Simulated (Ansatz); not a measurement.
Crystal: As.

```xyz
2
Lattice="1.8808 1.0859 3.5141 -1.8808 1.0859 3.5141 0.0000 -2.1718 3.5141" Properties=species:S:1:pos:R:3 pbc="T T T"
As    0.0000    0.0000    2.3825
As    0.0000    0.0000    8.1597
```

Program: Ansatz 0.2.0. Alike in all runs: potentials or basis Ansatz PAW; cell as given. Hardware: 2 threads of Arm Neoverse V2 (shared host).

Problem. Order these runs on this cell by their wall time, lowest first.
A. task band structure; level revPBE; spin off; k mesh 9 × 9 × 9; cutoff (eV) 420; smearing fermi-dirac 0.05 eV; points for each segment of the path 14
B. task band structure; level PBEsol; spin SOC, no magnetisation; k mesh 7 × 7 × 7; cutoff (eV) 420; smearing fermi-dirac 0.05 eV; points for each segment of the path 14
C. task single point; level PBE; spin off; k mesh 9 × 9 × 9; cutoff (eV) 420; smearing gaussian 0.019 eV
D. task band structure; level r2SCAN; spin off; k mesh 9 × 9 × 9; cutoff (eV) 500; smearing fermi-dirac 0.05 eV; points for each segment of the path 14

Solution. C (1.4 s), A (3 s), D (7.1 s), B (19 s).
